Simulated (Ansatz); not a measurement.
**Relaxing Ni in the sc type**

First guess:

```yaml
crystal:
  lattice:
    - [2.23228, 0.00000, 0.00000]
    - [0.00000, 2.23228, 0.00000]
    - [0.00000, 0.00000, 2.23228]
  atoms:
    - { symbol: Ni, position: [0.00000, 0.00000, 0.00000] }
```

All numbers below come from DFT, PBE, PAW with Ansatz's default frozen-core files, scalar-relativistic (Ansatz 0.2.0).

Cell and atoms relax within the symmetry of the start on a 16×16×16 k mesh with 0.05 eV Fermi–Dirac smearing, from parallel moments.

The start is built from a prototype, known or not as a phase of this compound; the cutoff is 420 eV.

The magnetic state is the one reached from parallel moments; other orders may lie lower.

Q: What is the pressure of the first guess?

A: 24.7 GPa.

Q: What does it relax to?

A: a = 2.329 Å, b = 2.329 Å, c = 2.329 Å, α = 90.00°, β = 90.00°, γ = 90.00° (conventional cell), 12.64 Å³ per atom:
```cif
data_structure
_symmetry_space_group_name_H-M 'Pm-3m'
_symmetry_Int_Tables_number 221
_cell_length_a 2.3293
_cell_length_b 2.3293
_cell_length_c 2.3293
_cell_angle_alpha 90.000
_cell_angle_beta 90.000
_cell_angle_gamma 90.000
_cell_volume 12.64
loop_
_atom_site_label
_atom_site_type_symbol
_atom_site_symmetry_multiplicity
_atom_site_Wyckoff_symbol
_atom_site_fract_x
_atom_site_fract_y
_atom_site_fract_z
_atom_site_occupancy
Ni1 Ni 1 a 0.00000 0.00000 0.00000 1
```

Q: How much energy does the relaxation release?

A: 103 meV/atom.

Q: What moment does the relaxed primitive cell (1 atom) carry?

A: 0.56 μB.
